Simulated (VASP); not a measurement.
A VASP 6.6.1 single-point calculation on MgF2

INCAR

```
NBANDS = 25
LCHARG = .FALSE.
ISIF = 2
IBRION = -1
LWAVE = .FALSE.
ENCUT = 520
LASPH = .TRUE.
ISMEAR = -1
PREC = Accurate
NSW = 0
SIGMA = 0.02
NELM = 85
GGA = PE
LREAL = .FALSE.
EDIFF = 1E-7
```

KPOINTS

```
KPOINTS created by Atomic Simulation Environment
0
Gamma
1 1 1
0 0 0
```

POSCAR

```
Mg F
 1.0000000000000000
     4.4371353547999997    0.0000000000000000    0.0000000000000000
     0.0000000000000000    4.4371353547999997    0.0000000000000000
     0.0000000000000000    0.0000000000000000    3.1342963774000001
 Mg  F
   2   4
Cartesian
 -0.0000000000000000 -0.0000000000000000 -0.0000000000000000
  2.2185676773999998  2.2185676773999998  1.5671481887000005
  1.3507875462619385  1.3507875462619385 -0.0000000000000000
  0.8677801311380616  3.5693552236619386  1.5671481887000005
  3.5693552236619386  0.8677801311380616  1.5671481887000005
  3.0863478085380609  3.0863478085380609 -0.0000000000000000
```

The recommended PBE PAW datasets give the neutral cell 32 valence electrons.

Command

```
mpirun -np 1 vasp_std
```

Predict the outcome of this run.

It converged. Results: gap between bands v and c on the k mesh 7.15 eV; least direct gap on the k mesh 7.15 eV; pressure 19.2 GPa; largest force 0.79 eV/Å. Band v is the last that the valence electrons fill when counted band by band, and c is the next.

OSZICAR

```
N       E                     dE             d eps       ncg     rms          rms(c)
DAV:   1     0.180854842091E+03    0.18085E+03   -0.18713E+04    50   0.120E+03
DAV:   2    -0.236855278604E+02   -0.20454E+03   -0.19056E+03    59   0.291E+02
DAV:   3    -0.314015978183E+02   -0.77161E+01   -0.76835E+01    68   0.566E+01
DAV:   4    -0.314370604046E+02   -0.35463E-01   -0.35458E-01    52   0.437E+00
DAV:   5    -0.314372262335E+02   -0.16583E-03   -0.16583E-03    59   0.293E-01    0.117E+01
DAV:   6    -0.277366380934E+02    0.37006E+01   -0.10673E+01    51   0.235E+01    0.343E+00
DAV:   7    -0.277694397333E+02   -0.32802E-01   -0.19685E-01    66   0.291E+00    0.226E+00
DAV:   8    -0.278418210912E+02   -0.72381E-01   -0.81569E-02    50   0.253E+00    0.170E-01
DAV:   9    -0.278426840133E+02   -0.86292E-03   -0.92893E-04    68   0.217E-01    0.762E-02
DAV:  10    -0.278430225319E+02   -0.33852E-03   -0.23726E-04    50   0.134E-01    0.670E-03
DAV:  11    -0.278430267174E+02   -0.41854E-05   -0.10263E-05    68   0.217E-02    0.402E-03
DAV:  12    -0.278430279643E+02   -0.12469E-05   -0.17251E-06    50   0.109E-02    0.166E-03
DAV:  13    -0.278430278550E+02    0.10932E-06   -0.14767E-07    52   0.311E-03    0.395E-04
DAV:  14    -0.278430278343E+02    0.20666E-07   -0.11456E-08    33   0.990E-04
   1 F= -.27843028E+02 E0= -.27843028E+02  d E =-.100734E-11
```

These settings aren't sound, so the numbers aren't properties of the crystal.

The fault: one k point for a small cell.

On sound settings PBE gives a gap of 7.39 eV on its mesh and a pressure of 10.4 GPa for the intended cell. This run's energy (σ→0) differs from it by 573 meV an atom.
